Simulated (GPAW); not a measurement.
# PbSe (Clausthalite) (Fm-3m) in GPAW: notebook, part 4 of 4

GPAW 26.7.0. Earlier steps stand in the parts before.

### Step 5. Hybrid scf, PBE-EpsX

run.py

```python
import spglib
from ase import Atoms
from ase.dft.bandgap import bandgap
from ase.io import read, write
from gpaw import GPAW, PW

atoms = read('PbSe.cif')
cell, positions, numbers = spglib.find_primitive(
    (atoms.cell[:], atoms.get_scaled_positions(), atoms.numbers), symprec=1e-4)
atoms = Atoms(numbers, cell=cell, scaled_positions=positions, pbc=True)

calc = GPAW(mode=PW(350),
            xc={'name': '0.953_GGA_X_PBE+1.0_GGA_C_PBE', 'fraction': 0.047, 'omega': 0.0, 'backend': 'pw'},
            kpts={'size': (2, 2, 2), 'gamma': True},
            occupations={'name': 'fermi-dirac', 'width': 0.05},
            nbands=19,
            convergence={'density': 0.0001},
            maxiter=50,
            txt='gpaw.txt')
atoms.calc = calc
energy = atoms.get_potential_energy()
calc.write('gs.gpw')
write('result.traj', atoms)
print(f'Energy: {energy:.6f} eV')
print('Fermi level:', round(calc.get_fermi_level(), 4), 'eV')
print(f'Gap: {bandgap(calc)[0]:.4f} eV, direct: {bandgap(calc, direct=True)[0]:.4f} eV')
```

PbSe.cif is that of step 4.

Potentials or basis: GPAW PAW data sets (gpaw-data 1.2.1), pw.

On the command line:

```sh
$ OMP_NUM_THREADS=1 python run.py
```

gpaw.txt:

```text
__  _  _
 | _ |_)|_||  |
 |__||  | ||/\| - 26.7.0

Input parameters:
  mode=PW(ecut=350.0),
  convergence={'density': 0.0001},
  kpts=MonkhorstPack(size=(2, 2, 2), gamma=True),
  maxiter=50,
  nbands=19,
  occupations=Occupations(name='fermi-dirac', width=0.05),
  xc=XC(name='0.953_GGA_X_PBE+1.0_GGA_C_PBE', fraction=0.047, omega=0.0, backend='pw')

Diagonalizing LCAO Hamiltonian
Converting LCAO to pw mode

                Se

       Pb

Atoms  # Å, Bohr magnetons
|   | symbol |        x |        y |        z |    initial magnetic moments |
|---|--------|----------|----------|----------|-----------------------------|
| 0 |     Pb | 0.000000 | 0.000000 | 0.000000 | ( 0.0000,  0.0000,  0.0000) |
| 1 |     Se | 3.060650 | 3.060650 | 3.060650 | ( 0.0000,  0.0000,  0.0000) |

Unit cell  # Å
| periodic |        x |        y |        z |  lengths |    angles |
|----------|----------|----------|----------|----------|-----------|
|      yes | 0.000000 | 3.060650 | 3.060650 | 4.328413 | 60.000000 |
|      yes | 3.060650 | 0.000000 | 3.060650 | 4.328413 | 60.000000 |
|      yes | 3.060650 | 3.060650 | 0.000000 | 4.328413 | 60.000000 |

Number of symmetries: 48
Symmetry operations  # r_c * U_cc + t_c -> r_c
|    | kind |            matrix            |
|----|------|------------------------------|
|  0 |  σ   |  1, 0, 0,  1, 0,-1,  1,-1, 0 |
|  1 |  C2  |  1, 0, 0,  1,-1, 0,  1, 0,-1 |
|  2 |  E   |  1, 0, 0,  0, 1, 0,  0, 0, 1 |
|  3 |  σ   |  1, 0, 0,  0, 0, 1,  0, 1, 0 |
|  4 |  C4  |  1, 0,-1,  1, 0, 0,  1,-1, 0 |
|  5 |  S6  |  1, 0,-1,  1,-1, 0,  1, 0, 0 |
|  6 |  σ   |  1, 0,-1,  0, 1,-1,  0, 0,-1 |
|  7 |  C3  |  1, 0,-1,  0, 0,-1,  0, 1,-1 |
|  8 |  S6  |  1,-1, 0,  1, 0, 0,  1, 0,-1 |
|  9 |  C4  |  1,-1, 0,  1, 0,-1,  1, 0, 0 |
| 10 |  C3  |  1,-1, 0,  0,-1, 1,  0,-1, 0 |
| 11 |  σ   |  1,-1, 0,  0,-1, 0,  0,-1, 1 |
| 12 |  σ   |  0, 1, 0,  1, 0, 0,  0, 0, 1 |
| 13 |  C4  |  0, 1, 0,  0, 1,-1, -1, 1, 0 |
| 14 |  C3  |  0, 1, 0,  0, 0, 1,  1, 0, 0 |
| 15 |  S6  |  0, 1, 0, -1, 1, 0,  0, 1,-1 |
| 16 |  C2  |  0, 1,-1,  1, 0,-1,  0, 0,-1 |
| 17 |  σ   |  0, 1,-1,  0, 1, 0, -1, 1, 0 |
| 18 |  S4  |  0, 1,-1,  0, 0,-1,  1, 0,-1 |
| 19 |  C4  |  0, 1,-1, -1, 1, 0,  0, 1, 0 |
| 20 |  C3  |  0, 0, 1,  1, 0, 0,  0, 1, 0 |
| 21 |  σ   |  0, 0, 1,  0, 1, 0,  1, 0, 0 |
| 22 |  S6  |  0, 0, 1,  0,-1, 1, -1, 0, 1 |
| 23 |  C4  |  0, 0, 1, -1, 0, 1,  0,-1, 1 |
| 24 |  S4  |  0, 0,-1,  1, 0,-1,  0, 1,-1 |
| 25 |  C3  |  0, 0,-1,  0, 1,-1,  1, 0,-1 |
| 26 |  C2  |  0, 0,-1,  0,-1, 0, -1, 0, 0 |
| 27 |  S6  |  0, 0,-1, -1, 0, 0,  0,-1, 0 |
| 28 |  S4  |  0,-1, 1,  1,-1, 0,  0,-1, 0 |
| 29 |  C4  |  0,-1, 1,  0, 0, 1, -1, 0, 1 |
| 30 |  C2  |  0,-1, 1,  0,-1, 0,  1,-1, 0 |
| 31 |  σ   |  0,-1, 1, -1, 0, 1,  0, 0, 1 |
| 32 |  C3  |  0,-1, 0,  1,-1, 0,  0,-1, 1 |
| 33 |  S6  |  0,-1, 0,  0, 0,-1, -1, 0, 0 |
| 34 |  S4  |  0,-1, 0,  0,-1, 1,  1,-1, 0 |
| 35 |  C2  |  0,-1, 0, -1, 0, 0,  0, 0,-1 |
| 36 |  C2  | -1, 1, 0,  0, 1, 0,  0, 1,-1 |
| 37 |  S6  | -1, 1, 0,  0, 1,-1,  0, 1, 0 |
| 38 |  S4  | -1, 1, 0, -1, 0, 1, -1, 0, 0 |
| 39 |  C3  | -1, 1, 0, -1, 0, 0, -1, 0, 1 |
| 40 |  S6  | -1, 0, 1,  0, 0, 1,  0,-1, 1 |
| 41 |  C2  | -1, 0, 1,  0,-1, 1,  0, 0, 1 |
| 42 |  C3  | -1, 0, 1, -1, 1, 0, -1, 0, 0 |
| 43 |  S4  | -1, 0, 1, -1, 0, 0, -1, 1, 0 |
| 44 |  C2  | -1, 0, 0,  0, 0,-1,  0,-1, 0 |
| 45 |  i   | -1, 0, 0,  0,-1, 0,  0, 0,-1 |
| 46 |  σ   | -1, 0, 0, -1, 1, 0, -1, 0, 1 |
| 47 |  C2  | -1, 0, 0, -1, 0, 1, -1, 1, 0 |

BZ-sampling:
  Number of BZ points: 8
  Number of IBZ points: 3

  Monkhorst-Pack size: [2, 2, 2]
  Monkhorst-Pack shift: [0.25, 0.25, 0.25]

K-points  # in reciprocal-cell coordinates
|   |                                coordinates |     weight |
|---|--------------------------------------------|------------|
| 0 | (  0.00000000,   0.00000000,   0.00000000) | 0.12500000 |
| 1 | (  0.50000000,   0.50000000,   0.00000000) | 0.37500000 |
| 2 | (  0.50000000,   0.50000000,   0.50000000) | 0.50000000 |

Plane wave coefficients: 869
Cutoff: 350.0 eV

Spin-components: 1 (collinear spins)
Bands:           19
Projectors:      11
Spin-degeneracy: 2
Datatype:        complex128

Density:
  Valence electrons: 20.0
  Components: 1
  Grid points: [20 20 20]
  Charge: 0.0  # |e|

Potential:
  Grid points: [20 20 20]

species:
  Pb:
    name:    Lead
    Z:       82.0
    valence: 14
    core:    68
    charge:  0.0  # [|e|]
    compensation charges:
      type: gauss
      rc: 0.38  # [Å]
      lmax: 2
    cutoffs:
      filter: 2.36  # [Å]
      core: 2.43  # [Å]
    projectors
    | kind |    occ | energy [eV] | rcut [Å] |
    |------|--------|-------------|----------|
    |   6s |  2.000 |     -11.969 |    1.259 |
    |   6p |  2.000 |      -3.506 |    1.275 |
    |   5d | 10.000 |     -21.211 |    1.217 |
    |    s |        |      15.243 |    1.259 |
    |    p |        |      23.705 |    1.275 |
    |    d |        |       6.001 |    1.217 |

    Using partial waves for Pb as LCAO basis

  Se:
    name:    Selenium
    Z:       34.0
    valence: 6
    core:    28
    charge:  0.0  # [|e|]
    compensation charges:
      type: gauss
      rc: 0.27  # [Å]
      lmax: 2
    cutoffs:
      filter: 1.77  # [Å]
      core: 2.67  # [Å]
    projectors
    | kind |    occ | energy [eV] | rcut [Å] |
    |------|--------|-------------|----------|
    |   4s |  2.000 |     -17.277 |    0.847 |
    |   4p |  4.000 |      -6.512 |    1.005 |
    |    s |        |       9.935 |    0.847 |
    |    p |        |      20.699 |    1.005 |
    |    d |        |       0.000 |    0.847 |

    Using partial waves for Se as LCAO basis

Reference energy: -633377.995495  # eV

eigensolver:
  PPCG
  Converge bands: occupied
  niter=2

density mixing:
  MSR1-Mixer
  Pratt-step length: 0.05
  Maximum mixing coefficient: 0.75
  Old densities: 10
  SVD Regularization: 0.005
  Good broyden scale: 1.0
  Trust region scale: 1.0
  Backstep threshold: 4.0
  History deletion threshold: 6.0
  Fourier metric: weight=20.0, sigma=0.015

occupation numbers:
  Fermi-Dirac:
    width: 0.0500  # eV

poisson solver:
  ecut: 2800.0  # eV

xc functional:
  name: 0.953_GGA_X_PBE+1.0_GGA_C_PBE with 2 nearest neighbor stencil

convergence criteria:
- Maximum integral of absolute [dens]ity change: 0.0001 electrons / valence electron
- Maximum [total energy] change in last 3 cyles: 0.0005 eV / valence electron
- Maximum integral of absolute [eigenst]ate change: 4e-08 eV^2 / valence electron
maximum number of iterations: 50

IBZ(<points: 3, symmetries: 48>)
Occupied bands: 11
SCF iterations
|iter     | |      energy | eigst |  dens |
|---------|-|-------------|-------|-------|
|iter:   1| | -605.835920 | -0.75 |       |
|iter:   2| |   -7.643314 | -1.74 | -0.99 |
|iter:   3| |   -7.242668 | -1.98 | -1.11 |
|iter:   4| |   -7.147310 | -2.05 | -1.29 |
|iter:   5| |   -7.134034 | -3.82 | -1.60 |
|iter:   6| |   -7.116800 | -2.96 | -1.73 |
|iter:   7| |   -7.115226 | -4.05 | -2.27 |
|iter:   8| |   -7.114983c| -5.50 | -3.01 |
|iter:   9| |   -7.114950c| -5.44 | -3.23 |
|iter:  10| |   -7.114860c| -6.39 | -3.52 |
|iter:  11| |   -7.114802c| -6.61 | -3.84 |
|iter:  12| |   -7.114787c| -7.86c| -4.60c|

Converged in 12 steps
Energy contributions relative to reference atoms: (reference = -633377.995495)

Energy contributions:
  Kinetic:          36.120267
  Coulomb:         -32.931490
  Zero:             -0.040002
  External:          0.000000
  Xc:              588.067627
  Entropy:          -0.022300
  Spinorbit:         0.000000
  Hybrid_Xc_Cc:      -579.942643
  Hybrid_Xc_Vc:        -9.043246
  Hybrid_Xc_Vv:        -9.334149
  ----------------------------
  Free energy:      -7.125937
  Extrapolated:     -7.114787

dipole moment: (-25.878244, -25.878244, -25.878244)  # |e|*Ang

Fermi level: 6.412
Eigenvalues  # (at kpt = [0.000, 0.000, 0.000])
| band index |      eig [eV] | occ [0-2] |
|------------|---------------|-----------|
|          0 |       -11.409 |     2.000 |
|        ... |               |           |
|          2 |       -11.409 |     2.000 |
|          3 |       -11.404 |     2.000 |
|          4 |       -11.404 |     2.000 |
|          5 |        -7.493 |     2.000 |
|          6 |        -0.246 |     2.000 |
|          7 |         4.383 |     2.000 |
[... 9 lines left out ...]
|         17 |        14.726 |     0.000 |
|         18 |        15.425 |     0.000 |

Gap: 0.278 eV
Transition (v -> c):
  (s=0, k=2, n=9, [0.50, 0.50, 0.50]) -> (s=0, k=2, n=10, [0.50, 0.50, 0.50])
No difference between direct/indirect transitions
# Writing to gs.gpw (mode='')
```

Wall time 74 s (1 thread of Arm Neoverse V1, shared host); peak memory 0.15 GiB.

The run converged, but some of its settings lie outside the range that counts as converged, so its numbers aren't taken as properties of the crystal.

What came out:

```yaml
Free_energy: -7.1259 eV
Band_gap_on_the_k_mesh: 0.28 eV, direct
```

Caveat: the k mesh is coarse (spacing up to 0.89 Å⁻¹), so the values aren't converged, least of all with exact exchange; spin-orbit coupling is left out, which as a rule narrows the gap of such compounds by several tenths of an eV.

### Step 6. Against experiment

Step 2. A measured gap of PbSe is 0.15 eV (direct; 4.2 K; a printed reference work, monograph); the calculated 0.24 eV misses it by +0.09 eV. 2 values of this kind are on record (0.15 to 0.28 eV); this one was drawn at random. Spin-orbit coupling on Pb, Se is left out. The value is that of PBE on a finite k mesh, which can miss the band edges, without temperature or zero-point motion.
